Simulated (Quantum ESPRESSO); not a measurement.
## BN in Quantum ESPRESSO: the effect of functional

BN:

```xyz
4
Lattice="2.4982 0.0000 0.0000 -1.2491 2.1635 0.0000 0.0000 0.0000 6.6357" Properties=species:S:1:pos:R:3 pbc="T T T"
N     1.2491    0.7212    1.6589
N     0.0000    1.4424    4.9768
B     1.2491    0.7212    4.9768
B     0.0000    1.4424    1.6589
```

Alike in all runs:

```yaml
Program: Quantum ESPRESSO 7.5
Task: phonons
Cutoff: 1143 eV
Density_cutoff: 4572 eV
k_mesh: 8 × 8 × 2, shifted
Occupations: fermi-dirac, width 0.05 eV
Spin: no spin polarisation
```

Each run relaxes the cell or the atoms first.

```csv
functional,potentials or basis,relaxed volume (Å³/atom),dielectric constant (mean),highest phonon frequency (cm⁻¹)
LDA,PseudoDojo 0.4.1 SR LDA standard,8.68,4.19,1386
BLYP,PseudoDojo 0.4.1 SR PBE standard,10.54,3.54,1310
RPBE,PseudoDojo 0.4.1 SR PBE standard,?,?,?
AM05,PseudoDojo 0.4.1 SR PBE standard,10.12,3.68,1368
vdW-DF-cx,PseudoDojo 0.4.1 SR PBE standard,8.76,4.20,1353
```

Q: What does the run with functional RPBE give?

A: Relaxed volume 10.61 Å³/atom; dielectric constant 3.49 mean; highest phonon frequency 1340 cm⁻¹.

Caveats: all runs use coarse meshes; the layers were relaxed without a dispersion term, so their spacing and the soft interlayer modes are unreliable (some runs); the potentials were made for another functional, which shifts forces and pressure (some runs); the volume moved by over 15 % at a fixed basis, so the end points are rough (some runs); this functional lacks dispersion, which binds the layers, so the pressure and a relaxed spacing across them are unreliable, and here the layers came unbound (some runs); this functional lacks dispersion, which binds the layers, so the pressure and a relaxed spacing across them are unreliable (some runs); before the sum rule the acoustic modes lie tens of cm⁻¹ from zero, a sign that the density grid also shifts the optical modes (some runs).

Runs at the PBE level aren't shown here.
